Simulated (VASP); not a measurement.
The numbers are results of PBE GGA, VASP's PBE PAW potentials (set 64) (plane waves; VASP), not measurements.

The input files of a VASP run:

### KPOINTS
```
kpoints
0
Gamma
 12 12 9
0 0 0
```

### INCAR
```
# general
SYSTEM =CoPt
PREC   =Accurate
ENCUT  =520
LREAL  =.False.
LASPH  =.True.

# electronic loop
EDIFF  =1E-6   # SCF stop (eV)
NELM   =100
ALGO   =Normal   # blocked Davidson
LMAXMIX=6

# smearing
ISMEAR =1
SIGMA  =0.1   # width (eV)

# functional
GGA    =PE   # PBE

# spin
ISPIN  =2   # spin-polarised
MAGMOM =2.0 0.0

# ions
IBRION =2
NSW    =60   # most ionic steps
ISIF   =3   # ions, shape and volume
EDIFFG =-0.01

# output
LWAVE  =.False.
LCHARG =.False.
LORBIT =10
```

File POSCAR:
```
CoPt
1
    2.6900000000     0.0000000000     0.0000000000
    0.0000000000     2.6900000000     0.0000000000
    0.0000000000     0.0000000000     3.7000000000
Co Pt
1 1
Direct
  0.0000000000   0.0000000000   0.0000000000
  0.5000000000   0.5000000000   0.5000000000
```

POTCAR, in this order: Co Pt (PBE.64 set). Program: vasp_std.

The run wrote:

**OUTCAR**
```
 ion  position               nearest neighbor table
   1  0.000  0.000  0.000-   2 2.65   2 2.65   2 2.65   2 2.65   2 2.65   2 2.65   2 2.65   2 2.65
  LATTYP: Found a simple tetragonal cell.
 ALAT       =     2.6900000000
 C/A-ratio  =     1.3754646840
 Subroutine PRICEL returns:
 Original cell was already a primitive cell.
 Subroutine GETGRP returns: Found 16 space group operations
The static configuration has the point symmetry D_4h.
The dynamic configuration has the point symmetry D_4h.
The overall configuration has the point symmetry D_4h.
 Subroutine INISYM returns: Found 16 space group operations
 Subroutine IBZKPT returns following result:
 Found    140 irreducible k-points:

 Following reciprocal coordinates:
            Coordinates               Weight
  0.000000  0.000000  0.000000      1.000000
  0.083333  0.000000  0.000000      4.000000
  0.166667  0.000000  0.000000      4.000000
  0.250000  0.000000  0.000000      4.000000
  0.333333  0.000000  0.000000      4.000000
  0.416667  0.000000  0.000000      4.000000
  0.500000  0.000000  0.000000      2.000000
  0.083333  0.083333  0.000000      4.000000
...
```

**OSZICAR**
```
       N       E                     dE             d eps       ncg     rms          rms(c)
DAV:   1     0.103360244883E+03    0.10336E+03   -0.88680E+03  7904   0.150E+03
DAV:   2    -0.105258690512E+02   -0.11389E+03   -0.10545E+03  8344   0.286E+02
DAV:   3    -0.146845400156E+02   -0.41587E+01   -0.39886E+01  9066   0.666E+01
DAV:   4    -0.147374457992E+02   -0.52906E-01   -0.52852E-01  9480   0.649E+00
DAV:   5    -0.147389170718E+02   -0.14713E-02   -0.14713E-02  9522   0.117E+00    0.167E+01
DAV:   6    -0.167569570235E+02   -0.20180E+01   -0.16600E+01  8146   0.990E+01    0.243E+01
DAV:   7    -0.134118708270E+02    0.33451E+01   -0.98767E+00  9844   0.922E+01    0.797E+00
DAV:   8    -0.133774154528E+02    0.34455E-01   -0.48275E-01  9042   0.981E+00    0.371E+00
DAV:   9    -0.133075670296E+02    0.69848E-01   -0.11047E-01 10674   0.813E+00    0.975E-01
DAV:  10    -0.133075564261E+02    0.10604E-04   -0.14479E-02 10288   0.145E+00    0.445E-01
DAV:  11    -0.133070188882E+02    0.53754E-03   -0.18586E-03 10376   0.108E+00    0.223E-01
DAV:  12    -0.133067791952E+02    0.23969E-03   -0.25861E-04 10678   0.398E-01    0.750E-02
DAV:  13    -0.133067909194E+02   -0.11724E-04   -0.43553E-05 10476   0.927E-02    0.372E-02
DAV:  14    -0.133067804660E+02    0.10453E-04   -0.65720E-06  8080   0.526E-02    0.211E-02
DAV:  15    -0.133067811964E+02   -0.73047E-06   -0.15159E-05  7112   0.354E-02    0.889E-03
DAV:  16    -0.133067808257E+02    0.37072E-06   -0.83669E-07  4262   0.174E-02
   1 F= -.13306781E+02 E0= -.13306502E+02  d E =-.133068E+02  mag=     2.2668
       N       E                     dE             d eps       ncg     rms          rms(c)
DAV:   1    -0.133857946662E+02   -0.79013E-01   -0.13126E+00  8020   0.168E+01    0.208E+00
DAV:   2    -0.133418732095E+02    0.43921E-01   -0.35899E-01  8438   0.138E+01    0.219E+00
DAV:   3    -0.133238810314E+02    0.17992E-01   -0.20155E-01  9276   0.133E+01    0.197E+00
DAV:   4    -0.133056880041E+02    0.18193E-01   -0.28435E-02  9758   0.511E+00    0.514E-01
DAV:   5    -0.133052711311E+02    0.41687E-03   -0.11058E-03  8584   0.341E-01    0.307E-01
DAV:   6    -0.133049347714E+02    0.33636E-03   -0.44040E-04 10480   0.292E-01    0.523E-02
DAV:   7    -0.133049417110E+02   -0.69395E-05   -0.57944E-05  9192   0.916E-02    0.356E-02
DAV:   8    -0.133049426087E+02   -0.89777E-06   -0.40420E-06  8248   0.409E-02
   2 F= -.13304943E+02 E0= -.13304627E+02  d E =0.183822E-02  mag=     2.2924
       N       E                     dE             d eps       ncg     rms          rms(c)
DAV:   1    -0.133394320979E+02   -0.34490E-01   -0.51542E-01  8020   0.105E+01    0.132E+00
DAV:   2    -0.133207929301E+02    0.18639E-01   -0.13075E-01  8418   0.811E+00    0.137E+00
DAV:   3    -0.133162362242E+02    0.45567E-02   -0.80024E-02  9456   0.856E+00    0.125E+00
DAV:   4    -0.133084015518E+02    0.78347E-02   -0.10631E-02  9618   0.308E+00    0.371E-01
DAV:   5    -0.133079508760E+02    0.45068E-03   -0.63653E-04 11200   0.404E-01    0.191E-01
DAV:   6    -0.133078099563E+02    0.14092E-03   -0.25769E-04 11556   0.318E-01    0.430E-02
DAV:   7    -0.133078065046E+02    0.34517E-05   -0.36558E-05 11352   0.116E-01    0.183E-02
DAV:   8    -0.133078070159E+02   -0.51129E-06   -0.17037E-06  6480   0.184E-02
   3 F= -.13307807E+02 E0= -.13307513E+02  d E =-.102619E-02  mag=     2.2763
       N       E                     dE             d eps       ncg     rms          rms(c)
DAV:   1    -0.133078113378E+02   -0.48332E-05   -0.96216E-05  8086   0.138E-01    0.176E-02
DAV:   2    -0.133078089717E+02    0.23661E-05   -0.23982E-05  8680   0.113E-01    0.206E-02
DAV:   3    -0.133078071873E+02    0.17844E-05   -0.13673E-05  9386   0.112E-01    0.157E-02
DAV:   4    -0.133078062673E+02    0.92003E-06   -0.14029E-06  4064   0.357E-02
   4 F= -.13307806E+02 E0= -.13307512E+02  d E =-.102544E-02  mag=     2.2761
       N       E                     dE             d eps       ncg     rms          rms(c)
DAV:   1    -0.133078780533E+02   -0.70866E-04   -0.28349E-03  8284   0.468E-01    0.579E-02
DAV:   2    -0.133079065154E+02   -0.28462E-04   -0.24716E-04  9754   0.466E-01    0.115E-01
DAV:   3    -0.133078336839E+02    0.72831E-04   -0.18774E-04  9440   0.417E-01    0.261E-02
DAV:   4    -0.133078269512E+02    0.67327E-05   -0.23884E-05 10460   0.688E-02    0.938E-03
DAV:   5    -0.133078260802E+02    0.87100E-06   -0.13814E-06  4476   0.187E-02
   5 F= -.13307826E+02 E0= -.13307527E+02  d E =-.198129E-04  mag=     2.2747
       N       E                     dE             d eps       ncg     rms          rms(c)
DAV:   1    -0.133080525086E+02   -0.22556E-03   -0.12174E-02  8272   0.969E-01    0.118E-01
DAV:   2    -0.133081546316E+02   -0.10212E-03   -0.99800E-04  9712   0.935E-01    0.234E-01
DAV:   3    -0.133078614438E+02    0.29319E-03   -0.75934E-04  9460   0.839E-01    0.546E-02
DAV:   4    -0.133078314558E+02    0.29988E-04   -0.10486E-04 10496   0.144E-01    0.200E-02
DAV:   5    -0.133078276110E+02    0.38448E-05   -0.66443E-06  8392   0.397E-02    0.101E-02
DAV:   6    -0.133078271892E+02    0.42178E-06   -0.35020E-06  4130   0.195E-02
   6 F= -.13307827E+02 E0= -.13307518E+02  d E =-.209219E-04  mag=     2.2718
```

### OUTCAR
```
------------------------ aborting loop because EDIFF is reached ----------------------------------------
  FORCE on cell =-STRESS in cart. coord.  units (eV):
  Direction    XX          YY          ZZ          XY          YZ          ZX
  --------------------------------------------------------------------------------------
  Total        0.0154172      0.0154172      0.0032762      0.0000000      0.0000000      0.0000000
  in kB        0.9158776      0.9158776      0.1946244      0.0000000      0.0000000      0.0000000
  external PRESSURE =       0.6754599 kB  Pullay stress =       0.0000000 kB
  volume of cell :       26.97
      direct lattice vectors                 reciprocal lattice vectors
     2.693721235  0.000000000  0.000000000     0.371233663  0.000000000  0.000000000
     0.000000000  2.693721235  0.000000000     0.000000000  0.371233663  0.000000000
    -0.000000000  0.000000000  3.716837964    -0.000000000  0.000000000  0.269045896
 POSITION                                       TOTAL-FORCE (eV/Angst)
 -----------------------------------------------------------------------------------
      0.00000      0.00000      0.00000         0.000000      0.000000      0.000000
      1.34686      1.34686      1.85842        -0.000000      0.000000      0.000000
 -----------------------------------------------------------------------------------
    total drift:                               -0.000000      0.000000      0.000000
  FREE ENERGIE OF THE ION-ELECTRON SYSTEM (eV)
  ---------------------------------------------------
  free  energy   TOTEN  =       -13.3078271892 eV

  energy  without entropy=      -13.3068992925  energy(sigma->0) =      -13.30751789

 total charge

# of ion       s       p       d       tot
------------------------------------------
    1        0.408   0.433   7.202   8.044
    2        0.710   0.657   8.038   9.405
--------------------------------------------------
tot          1.118   1.090  15.240  17.448

 magnetization (x)

# of ion       s       p       d       tot
------------------------------------------
    1       -0.000  -0.013   1.915   1.902
    2       -0.013  -0.050   0.452   0.388
--------------------------------------------------
tot         -0.014  -0.063   2.367   2.290

 reached required accuracy - stopping structural energy minimisation
```
(Selected blocks of OUTCAR.)

**CONTCAR**
```
CoPt
   1.00000000000000
     2.6937212347313437    0.0000000000000000    0.0000000000000000
     0.0000000000000000    2.6937212347313437    0.0000000000000000
    -0.0000000000000001    0.0000000000000000    3.7168379638374032
  Co              Pt
     1     1
Direct
     0.0000000000000000    0.0000000000000000    0.0000000000000000
     0.5000000000000000    0.5000000000000000    0.5000000000000000
```

The compound is CoPt in the L1_0 structure. This run relaxes it. Symmetry was kept, so distortions that lower it aren't found.
